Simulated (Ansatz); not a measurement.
Rows from a G0W0 calculation on Al on the Ga site in GaP (32-atom cell) (Ansatz 0.2.0; G0W0 on LDA, plane waves, PAW; PAW set soft_1; 2×2×2 mesh, 770 empty bands, screening to 90 eV, PAW set soft_1 files), in eV. Spin-orbit coupling is left out.

```
row  k  band  start       Σx  Σc at the solution      Vxc
  A  Γ    v1  6.707  -17.036               1.422  -15.495
  B  Γ    c4  8.364   -7.832              -3.721  -12.115
  C  Γ    c1  8.200   -6.840              -3.663  -10.888
  D  Γ    v4  5.527  -16.427               1.763  -14.504
```

Q: Work out each quasiparticle level and how far it moved.

The quasiparticle equation reads E = start + Σx + Σc(E) − Vxc.

```
row  E (eV)  shift (eV)
  A   6.587      −0.120
  B   8.926      +0.562
  C   8.585      +0.385
  D   5.368      −0.160
```

Limits: not at the basis limit; no spin-orbit coupling.

[Paths, hosts, dates, memory and timing lines, banners, echoed tables and standing remarks are left out of the program output.]

[Logs are printed without paths, hosts, clocks, repeated set-up lines and the standing remarks that a program may print on its own settings, such as how far it seeks lower states.]

[Runs of the session that timed out or met a known fault of the program may be left out.]

[Cells called generated may have been cut or substituted from an entry of the Crystallography Open Database or the Materials Project.]

[Hosts, paths, dates, database ids (printed as entryN), source tags and the programs' standing remarks are cut or masked in the printed files.]
